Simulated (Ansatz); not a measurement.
Notes on F

```yaml
crystal:
  lattice:
    - [1.25893, 2.18053, 0.00000]
    - [-1.25893, 2.18053, 0.00000]
    - [0.00000, 0.00000, 8.15370]
  atoms:
    - { symbol: F, position: [0.00000, 0.00000, 0.00000] }
    - { symbol: F, position: [0.00000, 0.00000, 0.50000] }
    - { symbol: F, position: [0.33333, 0.33333, 0.75000] }
    - { symbol: F, position: [0.66667, 0.66667, 0.25000] }
```

Method: PBE, no spin polarisation; PAW, plane waves to 420 eV, 12×12×3 Γ-centred mesh, methfessel-paxton occupations (width 0.0232 eV) (Ansatz 0.2.0), atoms fixed.

Question: Is there a gap?

Answer: It is a metal, with about 13 states/eV a cell as the mean within 0.25 eV of the Fermi level, mostly F p (100 %).

Question: Is the cell too large or too small?

Answer: The pressure is -3.9 GPa (compression positive), so with the atoms held at these fractions the cell would first shrink.

Question: Describe some of the short contacts.

Answer: F–F at 2.50 Å: least valence density 0.05 e/Å³ and ELF 0.02 there. These are pseudo-fields; inside the PAW spheres they differ from the all-electron ones.

Origin: a known structure type with other elements, at an estimated volume, so it need not be a known compound. Caveats: many states at the Fermi level without spin polarisation, so a magnetic state may lie lower.
